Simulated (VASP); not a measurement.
A run of VASP 6.6.1:

Contents of INCAR:

```
SYSTEM = HfN
PREC = Accurate
ENCUT = 520
EDIFF = 1E-6
ISMEAR = 0
SIGMA = 0.05
LREAL = .FALSE.
LASPH = .TRUE.
NELM = 100
ALGO = Normal
ISIF = 2
LWAVE = .FALSE.
LCHARG = .FALSE.
GGA = PS
NBANDS = 14
```

File KPOINTS:

```
regular mesh
0
G
  12 12 12
  0 0 0
```

POSCAR

```
HfN
1.0
    2.7904350122      0.0000000000      0.0000000000
    0.0000000000      2.7904350122      0.0000000000
    0.0000000000      0.0000000000      2.7904350122
Hf N
1 1
Direct
    0.0000000000      0.0000000000      0.0000000000
    0.5716734126      0.5000000000      0.5000000000
```

Potentials or basis: VASP PAW PBE potentials, release 64 (Hf_pv, N).

Run with:

```sh
$ cat potpaw_PBE.64/Hf_pv/POTCAR potpaw_PBE.64/N/POTCAR > POTCAR
$ mpirun -np 1 vasp_std > vasp.out
```

Hardware: 1 thread of Intel(R) Xeon(R) 6975P-C (Granite Rapids), with other jobs on the host.

**Question.** Estimate the wall time of this run.

**Answer.** It took 16 s on 1 thread of Intel(R) Xeon(R) 6975P-C (Granite Rapids), with other jobs on the host, peak memory 0.18 GiB. Counts: scf iterations 12, k points 196.
